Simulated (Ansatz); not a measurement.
H2 on a (100) slab of SrO (Fm-3m (No. 225)), 3 planes, outer planes SrO (top) and SrO (bottom), 1 a cell of 53.0 Å², relaxed and still whole (its atoms last):

```yaml
crystal:
  lattice:
    - [7.28164, 0.00000, 0.00000]
    - [0.00000, 7.28164, 0.00000]
    - [0.00000, 0.00000, 23.14889]
  atoms:
    - { symbol: Sr, position: [0.25000, 0.25000, 0.34559] }
    - { symbol: Sr, position: [0.25000, 0.75000, 0.34559] }
    - { symbol: Sr, position: [0.75000, 0.25000, 0.34559] }
    - { symbol: Sr, position: [0.75000, 0.75000, 0.34559] }
    - { symbol: O, position: [0.50000, 0.50000, 0.34559] }
    - { symbol: O, position: [0.50000, 0.00000, 0.34559] }
    - { symbol: O, position: [0.00000, 0.50000, 0.34559] }
    - { symbol: O, position: [0.00000, 0.00000, 0.34559] }
    - { symbol: Sr, position: [0.49993, 0.49977, 0.45519] }
    - { symbol: Sr, position: [0.49996, 0.00009, 0.45511] }
    - { symbol: Sr, position: [0.00007, 0.49977, 0.45517] }
    - { symbol: Sr, position: [0.00006, 0.00010, 0.45501] }
    - { symbol: O, position: [0.75012, 0.74993, 0.45559] }
    - { symbol: O, position: [0.74998, 0.25001, 0.45567] }
    - { symbol: O, position: [0.24992, 0.74992, 0.45561] }
    - { symbol: O, position: [0.25007, 0.25001, 0.45561] }
    - { symbol: Sr, position: [0.75041, 0.75052, 0.56553] }
    - { symbol: Sr, position: [0.75065, 0.24921, 0.56581] }
    - { symbol: Sr, position: [0.24966, 0.75055, 0.56557] }
    - { symbol: Sr, position: [0.24925, 0.24898, 0.56601] }
    - { symbol: O, position: [0.00015, 0.00037, 0.56339] }
    - { symbol: O, position: [0.00009, 0.49985, 0.56341] }
    - { symbol: O, position: [0.50003, 0.00010, 0.56314] }
    - { symbol: O, position: [0.50050, 0.50164, 0.56378] }
    - { symbol: H, position: [0.47600, 0.41348, 0.65464] }
    - { symbol: H, position: [0.46260, 0.36419, 0.68385] }
```

All numbers below come from DFT PBE+D3(BJ), scalar-relativistic, plane waves, PAW in Ansatz 0.2.0. Cutoff 420 eV; k points 2×2×1 on the computed 26-atom cell (Γ-centred); Gaussian smearing, width 0.05 eV; no spin polarisation. A dipole correction removes the field between periodic images along c.

It binds with 0.14 eV a molecule against the clean slab and the free molecule (no zero-point or thermal terms); its shortest contact is H–O 2.21 Å. Take first-order desorption with no barrier to adsorption, no reaction on the face and an assumed prefactor of 10^13 s⁻¹.

Question: How long does a molecule stay at 400 K?

Answer: τ = ν⁻¹·exp(E/k_BT) with k_BT = 0.0345 eV: E/k_BT = 4.1, so τ ≈ 6×10^-12 s. At about one hit a site a second (10⁻⁶ mbar) the coverage is near τ × 1 s⁻¹, so a layer needs more than atmospheric pressure.

Question: Where does its peak lie in a desorption experiment heated at 5 K/s?

Answer: The peak obeys E/(k_B·T_p²) = (ν/β)·exp(−E/k_BT_p). Solving gives T_p ≈ 56 K (E/k_BT_p = 29.0). An error of 0.1 eV in E moves it by about 40 K, and larger molecules have larger prefactors, which lowers it.

Question: Is this physisorption or chemisorption?

Answer: The tightest contact, H–Sr 2.89 Å, is 1.28 times the sum of covalent radii, and deformation and lateral interaction add up to +0.01 eV; under 0.01 e cross the plane between them. It lies between the two: closer or more distorted than a van der Waals contact, longer than a covalent bond.